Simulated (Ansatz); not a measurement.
Sn: generalised stacking fault

Level of theory: DFT PBEsol, scalar-relativistic, plane waves, PAW (Ansatz). Settings: plane waves to 420 eV, k-mesh 20×14×4 (Γ-centred), Gaussian smearing 0.15 eV. No spin polarisation. Energies are free energies at this smearing, counted from the undisturbed cell; pressure is positive in compression.

The starting cell (relaxed at this level):

```yaml
crystal:
  lattice:
    - [0.00000, 0.00000, -3.17397]
    - [-2.90990, -2.90990, -1.58699]
    - [-11.63960, 11.63960, 0.00000]
  atoms:
    - { symbol: Sn, position: [0.50000, 0.50000, 0.31250] }
    - { symbol: Sn, position: [0.00000, 0.50000, 0.06250] }
    - { symbol: Sn, position: [0.50000, 0.50000, 0.81250] }
    - { symbol: Sn, position: [0.00000, 0.50000, 0.56250] }
    - { symbol: Sn, position: [0.50000, 0.00000, 0.18750] }
    - { symbol: Sn, position: [0.00000, 0.00000, 0.93750] }
    - { symbol: Sn, position: [0.50000, 0.00000, 0.68750] }
    - { symbol: Sn, position: [0.00000, 0.00000, 0.43750] }
```

The cut lies on the cell's a–b face, a (-1 1 0) plane (indices in the standard cell, whose axes needn't be the Cartesian ones shown) of area 13.06 Å², between layers 2.06 Å apart. Vector c is tilted by f times 1·a − 1·b (length 4.411 Å) with the atoms' Cartesian places fixed: one unrelaxed fault a cell. The cell is metallic on the mesh throughout.

```csv
f,γ (mJ/m²),"shear traction, the slope of γ along the slip (GPa)"
0.0000,0,0.0
0.0833,123,6.5
0.1667,?,?
0.3333,1208,8.2
0.5000,1506,0.0
```

By symmetry 0.6667 repeats 0.3333, 0.8333 repeats 0.1667 in energy, with the opposite slope along the path.

Problem. Give the withheld values.

Solution. γ (mJ/m²) at f = 0.1667: 446; shear traction, the slope of γ along the slip (GPa) at f = 0.1667: 10.5.

Cost: 5 runs of about 59 core-minutes in all, on Arm Neoverse N1 (shared hosts).